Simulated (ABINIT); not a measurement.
# A GW chain in ABINIT: BAs (F-43m), part 2 of 3

How does a plane-wave GW calculation on BAs (F-43m) run from the first input to the gap?

ABINIT 10.8.3; PBE and many-body steps on it, plane waves. Known limits of the many-body steps: not at the basis limit; screening head approximate.

So far. Step 2 (Ground state): The gap is indirect, with the least direct gap 1.86 eV higher.

## (3) Bands along the symmetry lines

Level of this step: DFT, PBE with spin-orbit coupling, plane waves, norm-conserving pseudopotentials (ABINIT).

The cheap functional maps the bands first; the places of the edges decide which points the dearer methods must see.

The input, run.abi:

```
acell 3*1.0 Angstrom
rprim 
  -0.000000000000 2.388500000000 2.388500000000
  2.388500000000 -0.000000000000 2.388500000000
  2.388500000000 2.388500000000 -0.000000000000
ntypat 2
znucl 5 33
natom 2
typat 1 2
xred 
  0.000000000000 0.000000000000 0.000000000000
  0.250000000000 0.250000000000 0.250000000000
pp_dirpath "pseudos"
pseudos "B.upf, As.upf"
ecut 44
nspinor 2
iscf -2
irdden 1
kptopt 0
nkpt 26
kpt 
  0.00000000 0.00000000 0.00000000
  -0.12500000 -0.12500000 0.00000000
  -0.25000000 -0.25000000 0.00000000
  -0.37500000 -0.37500000 0.00000000
  -0.50000000 -0.50000000 0.00000000
  -0.46875000 -0.46875000 0.06250000
  -0.43750000 -0.43750000 0.12500000
  -0.40625000 -0.40625000 0.18750000
  -0.37500000 -0.37500000 0.25000000
  -0.37500000 0.00000000 0.37500000
  -0.28125000 0.00000000 0.28125000
  -0.18750000 0.00000000 0.18750000
  -0.09375000 0.00000000 0.09375000
  0.00000000 0.00000000 0.00000000
  0.00000000 0.00000000 0.12500000
  0.00000000 0.00000000 0.25000000
  0.00000000 0.00000000 0.37500000
  -0.00000000 -0.00000000 0.50000000
  -0.12500000 -0.06250000 0.43750000
  -0.25000000 -0.12500000 0.37500000
  -0.37500000 -0.18750000 0.31250000
  -0.50000000 -0.25000000 0.25000000
  -0.50000000 -0.31250000 0.18750000
  -0.50000000 -0.37500000 0.12500000
  -0.50000000 -0.43750000 0.06250000
  -0.50000000 -0.50000000 0.00000000
istwfk *1
nband 42
nbdbuf 6
tolwfr 1e-08
nstep 40
prtwf 0
prtvol 0
indata_prefix "in"
outdata_prefix "out"
tmpdata_prefix "tmp"
```

The run is started by

```bash
$ OMP_NUM_THREADS=1 mpirun -n 4 abinit run.abi > log
```

Numbers of over 12 decimals in the logs are rounded to 6 here.

The log of the run:

```text
.Version 10.8.3 of ABINIT. v10.8.2 released Aug 2026.

 Symmetries : space group F-4 3 m (#216); Bravais cF (face-center cubic)
[... echo of the input left out ...]
== DATASET  1 ==================================================================
-   mpi_nproc: 4, omp_nthreads: 1 (-1 if OMP is not activated)

--- !DatasetInfo
iteration_state: {dtset: 1, }
dimensions: {natom: 2, nkpt: 26, mband: 42, nsppol: 1, nspinor: 2, nspden: 1, mpw: 2637, }
cutoff_energies: {ecut:  44.0, pawecutdg:  -1.0, }
electrons: {nelect:   2.60000000E+01, charge:   0.00000000E+00, occopt:   1.00000000E+00, tsmear:   1.00000000E-02, }

 Real(R)+Recip(G) space primitive vectors, cartesian coordinates (Bohr,Bohr^-1):
 R(1)=  0.0000000  4.5136109  4.5136109  G(1)= -0.1107761  0.1107761  0.1107761
 R(2)=  4.5136109  0.0000000  4.5136109  G(2)=  0.1107761 -0.1107761  0.1107761
 R(3)=  4.5136109  4.5136109  0.0000000  G(3)=  0.1107761  0.1107761 -0.1107761
 Unit cell volume ucvol=  1.8390873E+02 bohr^3
 Angles (23,13,12)=  6.00000000E+01  6.00000000E+01  6.00000000E+01 degrees

 getcut: wavevector=  0.0000  0.0000  0.0000  ngfft=  40  40  40
         ecut(hartree)=     44.000   => boxcut(ratio)=   2.09860

--- Pseudopotential description ------------------------------------------------
- B Generated using ONCVPSP code by D. R. Hamann
-  5.00000   3.00000  180423                  znucl, zion, pspdat
12 -101130 1 -1 1534                          pspcod,pspxc,lmax,lloc,mmax
     nproj     2     2     0     0
     spin-orbit psp
        nprojso     3     0     0
  pspatm : epsatm=    3.38928266
         --- l  ekb(1:nproj) -->
             0    1.234219    8.382062
             1   -3.719477   -0.867524
  spin-orbit 1    0.003240    0.000642   -0.000043
 pspatm: atomic psp has been read  and splines computed

- As Generated using ONCVPSP code by D. R. Hamann
- 33.00000  23.00000  180506                  znucl, zion, pspdat
12 -101130 2 -1 1358                          pspcod,pspxc,lmax,lloc,mmax
     nproj     2     2     2     0
     spin-orbit psp
        nprojso     4     3     0
  pspatm : epsatm=   24.77999478
         --- l  ekb(1:nproj) -->
             0   -2.349565    4.037528
[...]
spin-orbit 1    0.215873    0.096617   -0.000767   -0.000075
  spin-orbit 2    0.018130    0.013569   -0.000026
 pspatm: atomic psp has been read  and splines computed

--------------------------------------------------------------------------------

================================================================================
 prteigrs : about to open file out_EIG
 Non-SCF case, kpt    1 (  0.00000  0.00000  0.00000), residuals and eigenvalues=
  3.13E-09  8.00E-09  3.26E-09  4.38E-09  1.46E-09  2.29E-09  2.44E-09  3.68E-09
  4.75E-09  6.44E-09  1.55E-09  8.46E-09  2.27E-09  3.84E-09  2.88E-09  6.98E-09
  2.43E-09  3.69E-09  3.75E-09  8.10E-09  7.31E-09  3.81E-09  2.86E-09  7.61E-09
[...]
Non-SCF case, kpt    2 ( -0.12500 -0.12500  0.00000), residuals and eigenvalues=
[...]
4.84E-06  8.97E-06
[...]
Non-SCF case, kpt    3 ( -0.25000 -0.25000  0.00000), residuals and eigenvalues=
[...]
1.93E-05  1.84E-05
[...]
Non-SCF case, kpt   25 ( -0.50000 -0.43750  0.06250), residuals and eigenvalues=
[...]
Non-SCF case, kpt   26 ( -0.50000 -0.50000  0.00000), residuals and eigenvalues=
[...]
7.1011E-01  7.1011E-01  7.1578E-01  7.1578E-01  7.6750E-01  7.6750E-01
  9.2901E-01  9.2913E-01  9.5681E-01  9.5730E-01  9.5895E-01  9.5930E-01

--- !ResultsGS
iteration_state: {dtset: 1, }
comment   : Summary of ground state results
lattice_vectors:
- [ -0.0000000,   4.5136109,   4.5136109, ]
- [  4.5136109,  -0.0000000,   4.5136109, ]
- [  4.5136109,   4.5136109,  -0.0000000, ]
lattice_lengths: [   6.38321,    6.38321,    6.38321, ]
lattice_angles: [ 60.000,  60.000,  60.000, ] # degrees, (23, 13, 12)
lattice_volume:   1.8390873E+02
convergence: {deltae:  0.000E+00, res2:  0.000E+00, residm:  9.975E-09, diffor:  0.000E+00, }
etotal    :  -3.08150996E+02
entropy   :   0.00000000E+00
fermie    :   2.96606879E-01
cartesian_stress_tensor: null
pressure_GPa: null
xred      :
- [  0.0000E+00,   0.0000E+00,   0.0000E+00,  B]
- [  2.5000E-01,   2.5000E-01,   2.5000E-01, As]
cartesian_forces: null
force_length_stats: {min: null, max: null, mean: null, }

 Integrated electronic density in atomic spheres:
 ------------------------------------------------
 Atom  Sphere_radius  Integrated_density
[...]
================================================================================

 ----iterations are completed or convergence reached----

 Mean square residual over all n,k,spin=   47.155E-10; max=  99.746E-10
 reduced coordinates (array xred) for    2 atoms
       0.000000000000      0.000000000000      0.000000000000
       0.250000000000      0.250000000000      0.250000000000

 cartesian coordinates (angstrom) at end:
    1      0.000000     0.000000     0.000000
    2      1.194250     1.194250     1.194250
 length scales=  1.889726125908  1.889726125908  1.889726125908 bohr
              =  1.000000000000  1.000000000000  1.000000000000 angstroms
 prteigrs : about to open file out_EIG
 Eigenvalues (hartree) for nkpt=  26  k points:
 kpt#   1, nband= 42, wtk=  1.00000, kpt=  0.0000  0.0000  0.0000 (reduced coord)
[...]
kpt#   2, nband= 42, wtk=  1.00000, kpt= -0.1250 -0.1250  0.0000 (reduced coord)
[...]
kpt#   3, nband= 42, wtk=  1.00000, kpt= -0.2500 -0.2500  0.0000 (reduced coord)
[...]
kpt#  25, nband= 42, wtk=  1.00000, kpt= -0.5000 -0.4375  0.0625 (reduced coord)
[...]
0.97053    0.97529
 kpt#  26, nband= 42, wtk=  1.00000, kpt= -0.5000 -0.5000  0.0000 (reduced coord)
[...]
0.14684    0.14684    0.34751    0.34751    0.34776    0.34776    0.71011    0.71011
   0.71578    0.71578    0.76750    0.76750    0.92901    0.92913    0.95681    0.95730
   0.95895    0.95930

== END DATASET(S) ==============================================================
================================================================================

 -outvars: echo values of variables after computation  --------
            nband          42
             nkpt          26
          spgroup         216
 [... the other variables as echoed above ...]

 Calculation completed.
```

Elapsed: 53 s, on 4 MPI ranks of Arm Neoverse N1, shared host; peak memory 0.34 GiB; 3.5 min of CPU time.

Numbers from this step:

```
gap                        : 1.141 eV
k of the valence top       : 0, 0, 0
k of the conduction bottom : -0.375, -0.375, 0
least direct gap           : 3.082 eV
```

The gap is 1.141 eV, −0.085 eV from the run before at this level.

Electronic bands along the path, in eV, zero at the top of the highest filled band:

| point | band 23 | band 24 | band 25 | band 26 | band 27 | band 28 | band 29 | band 30 |
| --- | --- | --- | --- | --- | --- | --- | --- | --- |
| Γ | 0.00 | 0.00 | 0.00 | 0.00 | 3.08 | 3.08 | 3.30 | 3.30 |
| halfway | -2.83 | -2.83 | -2.70 | -2.70 | 1.60 | 1.60 | 4.48 | 4.48 |
| X | -4.21 | -4.21 | -4.08 | -4.08 | 1.39 | 1.39 | 1.39 | 1.39 |
| halfway | -5.00 | -4.94 | -3.99 | -3.98 | 1.54 | 1.55 | 2.73 | 2.76 |
| U | -6.06 | -5.96 | -3.55 | -3.55 | 1.99 | 2.00 | 5.48 | 5.51 |
| jump to K | -6.06 | -5.96 | -3.55 | -3.55 | 1.99 | 2.00 | 5.48 | 5.51 |
| halfway | -3.90 | -3.80 | -1.20 | -1.20 | 3.91 | 3.93 | 4.84 | 4.85 |
| Γ | 0.00 | 0.00 | 0.00 | 0.00 | 3.08 | 3.08 | 3.30 | 3.30 |
| halfway | -1.28 | -1.28 | -1.14 | -1.14 | 3.01 | 3.01 | 4.54 | 4.54 |
| L | -1.96 | -1.96 | -1.81 | -1.81 | 2.64 | 2.64 | 4.70 | 4.70 |
| halfway | -4.66 | -4.58 | -3.17 | -3.10 | 3.91 | 3.92 | 4.67 | 4.77 |
| W | -5.63 | -5.48 | -5.25 | -5.24 | 5.20 | 5.21 | 5.88 | 5.88 |
| halfway | -4.95 | -4.85 | -4.75 | -4.73 | 2.81 | 2.86 | 2.95 | 2.95 |
| X | -4.21 | -4.21 | -4.08 | -4.08 | 1.39 | 1.39 | 1.39 | 1.39 |

## (4) Empty states on the mesh, 6×6×6 mesh, 142 bands

The sums over transitions need many empty states on a uniform mesh; this step solves for them.

The input, run.abi:

```
acell 3*1.0 Angstrom
rprim 
  -0.000000000000 2.388500000000 2.388500000000
  2.388500000000 -0.000000000000 2.388500000000
  2.388500000000 2.388500000000 -0.000000000000
ntypat 2
znucl 5 33
natom 2
typat 1 2
xred 
  0.000000000000 0.000000000000 0.000000000000
  0.250000000000 0.250000000000 0.250000000000
pp_dirpath "pseudos"
pseudos "B.upf, As.upf"
ecut 44
nspinor 2
ngkpt 6 6 6
nshiftk 1
shiftk 0 0 0
kptopt 1
chksymbreak 0
iscf -2
irdden 1
istwfk *1
nband 142
nbdbuf 12
tolwfr 1e-09
nstep 60
prtvol 0
indata_prefix "in"
outdata_prefix "out"
tmpdata_prefix "tmp"
```

The log of the run:

```text
.Version 10.8.3 of ABINIT. v10.8.2 released Aug 2026.

 Symmetries : space group F-4 3 m (#216); Bravais cF (face-center cubic)
[... echo of the input left out ...]
== DATASET  1 ==================================================================
-   mpi_nproc: 4, omp_nthreads: 1 (-1 if OMP is not activated)

--- !DatasetInfo
iteration_state: {dtset: 1, }
dimensions: {natom: 2, nkpt: 16, mband: 142, nsppol: 1, nspinor: 2, nspden: 1, mpw: 2637, }
cutoff_energies: {ecut:  44.0, pawecutdg:  -1.0, }
electrons: {nelect:   2.60000000E+01, charge:   0.00000000E+00, occopt:   1.00000000E+00, tsmear:   1.00000000E-02, }

 Real(R)+Recip(G) space primitive vectors, cartesian coordinates (Bohr,Bohr^-1):
 R(1)=  0.0000000  4.5136109  4.5136109  G(1)= -0.1107761  0.1107761  0.1107761
 R(2)=  4.5136109  0.0000000  4.5136109  G(2)=  0.1107761 -0.1107761  0.1107761
 R(3)=  4.5136109  4.5136109  0.0000000  G(3)=  0.1107761  0.1107761 -0.1107761
 Unit cell volume ucvol=  1.8390873E+02 bohr^3
 Angles (23,13,12)=  6.00000000E+01  6.00000000E+01  6.00000000E+01 degrees

 getcut: wavevector=  0.0000  0.0000  0.0000  ngfft=  40  40  40
         ecut(hartree)=     44.000   => boxcut(ratio)=   2.09860

--- Pseudopotential description ------------------------------------------------
- B Generated using ONCVPSP code by D. R. Hamann
-  5.00000   3.00000  180423                  znucl, zion, pspdat
12 -101130 1 -1 1534                          pspcod,pspxc,lmax,lloc,mmax
     nproj     2     2     0     0
     spin-orbit psp
        nprojso     3     0     0
  pspatm : epsatm=    3.38928266
         --- l  ekb(1:nproj) -->
             0    1.234219    8.382062
             1   -3.719477   -0.867524
  spin-orbit 1    0.003240    0.000642   -0.000043
 pspatm: atomic psp has been read  and splines computed

- As Generated using ONCVPSP code by D. R. Hamann
- 33.00000  23.00000  180506                  znucl, zion, pspdat
12 -101130 2 -1 1358                          pspcod,pspxc,lmax,lloc,mmax
     nproj     2     2     2     0
     spin-orbit psp
        nprojso     4     3     0
  pspatm : epsatm=   24.77999478
         --- l  ekb(1:nproj) -->
             0   -2.349565    4.037528
[...]
spin-orbit 1    0.215873    0.096617   -0.000767   -0.000075
  spin-orbit 2    0.018130    0.013569   -0.000026
 pspatm: atomic psp has been read  and splines computed

--------------------------------------------------------------------------------

================================================================================
 prteigrs : about to open file out_EIG
 Non-SCF case, kpt    1 (  0.00000  0.00000  0.00000), residuals and eigenvalues=
  7.37E-10  2.01E-10  5.98E-10  1.13E-10  9.23E-10  1.27E-10  5.73E-10  1.33E-10
  2.30E-10  4.11E-10  3.68E-10  5.24E-10  2.31E-10  3.87E-10  2.33E-10  3.84E-10
  2.90E-10  4.78E-10  1.37E-10  2.15E-10  1.16E-10  1.69E-10  5.23E-11  3.68E-10
[...]
4.00E-05  2.87E-05  5.34E-04  1.30E-03  6.41E-03  8.63E-03
 -6.5218E+00 -6.5218E+00 -4.5652E+00 -4.5652E+00 -4.3806E+00 -4.3806E+00
 -4.3806E+00 -4.3806E+00 -1.0395E+00 -1.0395E+00 -1.0395E+00 -1.0395E+00
[...]
2.8986E+00  2.8986E+00  3.0995E+00  3.0995E+00  3.5382E+00  3.5384E+00
  3.5389E+00  3.5398E+00  3.5457E+00  3.5513E+00
 prteigrs : prtvol=0 or 1, do not print more k-points.

--- !ResultsGS
iteration_state: {dtset: 1, }
comment   : Summary of ground state results
lattice_vectors:
- [ -0.0000000,   4.5136109,   4.5136109, ]
- [  4.5136109,  -0.0000000,   4.5136109, ]
- [  4.5136109,   4.5136109,  -0.0000000, ]
lattice_lengths: [   6.38321,    6.38321,    6.38321, ]
lattice_angles: [ 60.000,  60.000,  60.000, ] # degrees, (23, 13, 12)
lattice_volume:   1.8390873E+02
convergence: {deltae:  0.000E+00, res2:  0.000E+00, residm:  9.915E-10, diffor:  0.000E+00, }
etotal    :  -3.08150996E+02
entropy   :   0.00000000E+00
fermie    :   2.96606879E-01
cartesian_stress_tensor: null
pressure_GPa: null
xred      :
- [  0.0000E+00,   0.0000E+00,   0.0000E+00,  B]
- [  2.5000E-01,   2.5000E-01,   2.5000E-01, As]
cartesian_forces: null
force_length_stats: {min: null, max: null, mean: null, }

 Integrated electronic density in atomic spheres:
 ------------------------------------------------
 Atom  Sphere_radius  Integrated_density
[...]
================================================================================

 ----iterations are completed or convergence reached----

 Mean square residual over all n,k,spin=   41.195E-11; max=  99.145E-11
 reduced coordinates (array xred) for    2 atoms
       0.000000000000      0.000000000000      0.000000000000
       0.250000000000      0.250000000000      0.250000000000

 cartesian coordinates (angstrom) at end:
    1      0.000000     0.000000     0.000000
    2      1.194250     1.194250     1.194250
 length scales=  1.889726125908  1.889726125908  1.889726125908 bohr
              =  1.000000000000  1.000000000000  1.000000000000 angstroms
 prteigrs : about to open file out_EIG
 Eigenvalues (hartree) for nkpt=  16  k points:
 kpt#   1, nband=142, wtk=  0.00463, kpt=  0.0000  0.0000  0.0000 (reduced coord)
[...]
2.72286    2.72286    2.72312    2.72312    2.72322    2.72322    2.78255    2.78255
   2.78631    2.78631    2.78631    2.78631    2.89858    2.89858    3.09947    3.09947
   3.53819    3.53837    3.53894    3.53976    3.54574    3.55131
 prteigrs : prtvol=0 or 1, do not print more k-points.

== END DATASET(S) ==============================================================
================================================================================

 -outvars: echo values of variables after computation  --------
            nband         142
             nkpt          16
          spgroup         216
 [... the other variables as echoed above ...]

 Calculation completed.
```

Elapsed: 2.9 min, on 4 MPI ranks; peak memory 0.47 GiB.

Numbers from this step:

```yaml
gap: 1.226 eV
k_of_the_valence_top: 0, 0, 0
k_of_the_conduction_bottom: 0.3333, 0.3333, 0
least_direct_gap: 3.082 eV
k_points_computed: 16
lowest_point_of_the_top_converged_band_above_the_valence_top: 67.7482 eV
```

On this mesh the gap is 1.226 eV.

## (5) Screening, 6×6×6 mesh, 130 bands, screening to 149.7 eV

The RPA dielectric matrix is built and inverted for each q.

This step: RPA screening on PBE with spin-orbit coupling, plane waves, norm-conserving pseudopotentials.

Changes to run.abi since step 4:

```diff
@@ -21,10 +21,11 @@
 chksymbreak 0
-iscf -2
-irdden 1
 istwfk *1
-nband 142
-nbdbuf 12
-tolwfr 1e-09
-nstep 60
-prtvol 0
+occopt 1
+irdwfk 1
+optdriver 3
+nband 130
+ecuteps 5.5
+inclvkb 0
+awtr 1
+symchi 1
 indata_prefix "in"
```

The log of the run:

```text
.Version 10.8.3 of ABINIT. v10.8.2 released Aug 2026.

 Symmetries : space group F-4 3 m (#216); Bravais cF (face-center cubic)
[... echo of the input left out ...]
== DATASET  1 ==================================================================
-   mpi_nproc: 4, omp_nthreads: 1 (-1 if OMP is not activated)

--- !DatasetInfo
iteration_state: {dtset: 1, }
dimensions: {natom: 2, nkpt: 16, mband: 130, nsppol: 1, nspinor: 2, nspden: 1, mpw: 2637, }
cutoff_energies: {ecut:  44.0, pawecutdg:  -1.0, }
electrons: {nelect:   2.60000000E+01, charge:   0.00000000E+00, occopt:   1.00000000E+00, tsmear:   1.00000000E-02, }

 SCREENING: Calculation of the susceptibility and dielectric matrices

 Based on a program developped by R.W. Godby, V. Olevano, G. Onida, and L. Reining.
 Incorporated in ABINIT by V. Olevano, G.-M. Rignanese, and M. Torrent.
.Using double precision arithmetic ; gwpc =  8

[... cell and pseudopotentials left out ...]
--------------------------------------------------------------------------------

 ==== K-mesh for the wavefunctions ====
 Number of points in the irreducible wedge :    16
[... list of points left out ...]
 Together with 24 symmetry operations and time-reversal symmetry
 yields   216 points in the full Brillouin Zone.

 ==== Q-mesh for the screening function ====
 Number of points in the irreducible wedge :    16
[... list of points left out ...]
 Together with 24 symmetry operations and time-reversal symmetry
 yields   216 points in the full Brillouin Zone.

 setmesh: FFT mesh size selected  =    25x   25x   25
          total number of points  =        15625

 vcoul_init : cutoff-mode = AUXILIARY_FUNCTION
 q-points for optical limit:   1
     1)      0.000010    0.000020    0.000030

- screening: taking advantage of time-reversal symmetry
- Maximum band index for partially occupied states nbvw = 26
- Remaining bands to be divided among processors   nbcw = 104
- Number of bands treated by each node ~26

 Number of electrons calculated from density =   26.0000; Expected =   26.0000
 average of density, n =  0.141374
 r_s =    1.1908
 omega_plasma =   36.2695 [eV]

 calculating chi0 at frequencies [eV] :
  1    0.000000E+00    0.000000E+00
  2    0.000000E+00    3.626946E+01

--------------------------------------------------------------------------------
  q-point number  1        q = ( 0.000000, 0.000000, 0.000000) [r.l.u.]
--------------------------------------------------------------------------------
[... chi0 elements left out ...]
 For q-point:  0.000010 0.000020 0.000030
  dielectric constant =  12.7117
  dielectric constant without local fields =  13.9368

  Average fulfillment of the sum rule on Im[epsilon] for q-point    1 :     37.27  [%]
[... wings left out ...]
  q-point number  2        q = ( 0.166667, 0.000000, 0.000000) [r.l.u.]
--------------------------------------------------------------------------------
[... chi0 elements left out ...]
  Average fulfillment of the sum rule on Im[epsilon] for q-point    2 :     46.07  [%]

 [... 14 further q-points ...]
```

Run time: 20 min. Hardware: 4 MPI ranks; peak memory 2.2 GiB.

This step gave:

```yaml
eps_infinity_with_local_fields_on_this_mesh_along_the_program_s_q_direction: 12.71
the_same_without_local_fields: 13.94
plasma_frequency: 36.27 eV
plane_waves_in_the_screening_matrix: 113
```

Local fields lower ε∞ by 9 %.

(Continued in part 3 of 3.)

[Paths, hosts, dates, memory and timing lines, banners, echoed tables and standing remarks are left out of the program output.]

[Logs are printed without paths, hosts, clocks, repeated set-up lines and the standing remarks that a program may print on its own settings, such as how far it seeks lower states.]

[Runs of the session that timed out or met a known fault of the program may be left out.]

[Hosts, paths, dates, database ids (printed as entryN), source tags and the programs' standing remarks are cut or masked in the printed files.]

[G0W0 gaps are taken among the corrected bands and points alone; a level outside them can change the order at an edge.]

[Where Ansatz stands beside ABINIT at settings called matched, ABINIT's density can come from a denser mesh and the files from another edition; pairs whose starting gaps differed by over 0.03 eV were left out, so agreement reads better than it is.]
